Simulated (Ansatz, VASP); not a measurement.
**Au: VASP beside Ansatz**

```
Au
1.0
     0.00000    2.04240    2.04175
     2.04013    0.00000    2.04175
     2.04013    2.04240    0.00000
Au
1
Direct
  0.50000 0.50000 0.50000
```

Alike in both runs: functional PBEsol; k mesh 24 × 24 × 24; occupations gaussian, width 0.1 eV; no spin polarisation.

Ansatz relaxed the structure, and its values are those at the end. VASP's run is a single point on that final structure, the one shown.

|  | VASP | Ansatz |
| --- | --- | --- |
| version | VASP 6.6.1 | Ansatz 0.2.0 |
| potentials or method | VASP PAW PBE potentials, release 64 (Au) | scalar-relativistic, plane waves, PAW |
| plane-wave cutoff (eV) | 520 | 420 |
| valence electrons in the cell | 11 | 19 |

```csv
,VASP,Ansatz,Ansatz less VASP
gap on the k mesh at the Fermi level (eV),none,none,-
pressure (GPa),-0.2,0.0,+0.25
```

A gap of «none» marks a metal or a gap that the smearing closes. The two sets of potentials don't hold the same shells in valence.

Caveats: the PAW data sets were made with another functional, which shifts forces and pressure a little (VASP). The runs have no spin-orbit coupling, so splittings on Au are missing.
